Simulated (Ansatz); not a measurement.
A trial cell of Ge, before relaxation:

```xyz
9
Lattice="5.7876 0.0000 0.0000 -2.8938 5.0122 0.0000 0.0000 0.0000 6.7892" Properties=species:S:1:pos:R:3 pbc="T T T"
Ge    0.2250    1.2366    2.1450
Ge    1.7104    4.5887    4.4081
Ge   -1.9353    4.1990    6.6711
Ge    1.9353    4.1990    2.3811
Ge   -0.2250    1.2366    0.1180
Ge   -1.7104    4.5887    4.6441
Ge    2.4110    1.9495    2.2631
Ge    2.8938    1.1132    4.5261
Ge    3.3766    1.9495    0.0000
```

The calculation used DFT PBE, scalar-relativistic, plane waves, PAW (Ansatz 0.2.0). Cutoff 420 eV, Gaussian smearing, Γ-centred meshes. Cell and atoms relax first on a coarse mesh and then on a finer one. In between, the cell is made exact in the group found at 0.06 Å. In metals the finer mesh still leaves noise of several meV/atom or more. The steps can't lower the symmetry of their start. No spin polarisation.

A guess keeps its type if space group and coordination stay and the shape of the cell changes little (axis ratios within about 15 %, angles within 6°); the volume may change.

Question: Will the relaxed cell still be of the starting type?

Answer: It doesn't keep its type. The symmetry stays P3_112 (No. 151). The volume per atom grows by 21.3 %, from 21.9 to 26.6 Å³. The shortest distance goes from 2.08 Å (Ge–Ge) to 2.51 Å (Ge–Ge). The ratio c/a of the conventional cell changes by a factor of 0.89. Counting neighbours within 15 % of an atom's shortest distance, the start has Ge 3/4 and the end Ge 4. In detail, at the end Ge on a site of symmetry 1 has 4 Ge at 2.51–2.58 Å; Ge on a site of symmetry 2 has 4 Ge at 2.53–2.58 Å.

```yaml
crystal:
  lattice:
    - [6.41323, 0.00000, 0.00000]
    - [-3.20661, 5.55402, 0.00000]
    - [0.00000, 0.00000, 6.70847]
  atoms:
    - { symbol: Ge, position: [0.00806, 0.38160, 0.35386] }
    - { symbol: Ge, position: [0.61840, 0.62646, 0.68720] }
    - { symbol: Ge, position: [0.37354, 0.99194, 0.02053] }
    - { symbol: Ge, position: [0.61840, 0.99194, 0.31280] }
    - { symbol: Ge, position: [0.37354, 0.38160, 0.97947] }
    - { symbol: Ge, position: [0.00806, 0.62646, 0.64614] }
    - { symbol: Ge, position: [0.46377, 0.53623, 0.33333] }
    - { symbol: Ge, position: [0.46377, 0.92755, 0.66667] }
    - { symbol: Ge, position: [0.07245, 0.53623, 0.00000] }
```

The last run used a 6×6×6 mesh for its 9-atom cell and Gaussian smearing of 0.10 eV. A structure relaxed within its symmetry needn't be a true minimum. Another cell of Ge relaxed alike, in Cmcm, lies 233 meV/atom lower, so this cell isn't the stable form at this level.

In counts of neighbours, a slash parts the counts of unlike sites.
